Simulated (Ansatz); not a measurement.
The system is CdSe (Cadmoselite).

```xyz
4
Lattice="4.3000 0.0000 0.0000 -2.1500 3.7239 0.0000 0.0000 0.0000 7.0200" Properties=species:S:1:pos:R:3 pbc="T T T"
Cd    2.1500    1.2413    3.5100
Cd    0.0000    2.4826    0.0000
Se    2.1500    1.2413    6.2127
Se    0.0000    2.4826    2.7027
```

Program: Ansatz 0.2.0. Alike in all runs: potentials or basis Ansatz PAW; cell as given. Hardware: 2 threads of Intel(R) Xeon(R) Processor @ 2.50GHz (Skylake/Cascade Lake), with other jobs on the host.

Task: Order these runs on this cell by their wall time, lowest first.
A. task band structure; level HSE03; spin off; k mesh 4 × 4 × 2; cutoff (eV) 420; smearing fermi-dirac 0.05 eV; points for each segment of the path 4; mesh quality coarse
B. task single point; level PBE; spin off; k mesh 7 × 7 × 4; cutoff (eV) 420; smearing gaussian 0.012 eV; mesh quality not flagged
C. task band structure; level revPBE; spin off; k mesh 7 × 7 × 4; cutoff (eV) 420; smearing fermi-dirac 0.05 eV; points for each segment of the path 14; mesh quality not flagged
D. task band structure; level LDA; spin SOC, no magnetisation; k mesh 5 × 5 × 3; cutoff (eV) 420; smearing fermi-dirac 0.05 eV; points for each segment of the path 14; mesh quality not flagged
E. task band structure; level r2SCAN0; spin off; k mesh 4 × 4 × 2; cutoff (eV) 500; smearing fermi-dirac 0.05 eV; points for each segment of the path 4; mesh quality coarse

Result: B (8.4 s), C (48 s), D (200 s), A (600 s), E (1200 s).

Caveats: some runs use coarse meshes.

Not every run made on this cell is shown here.
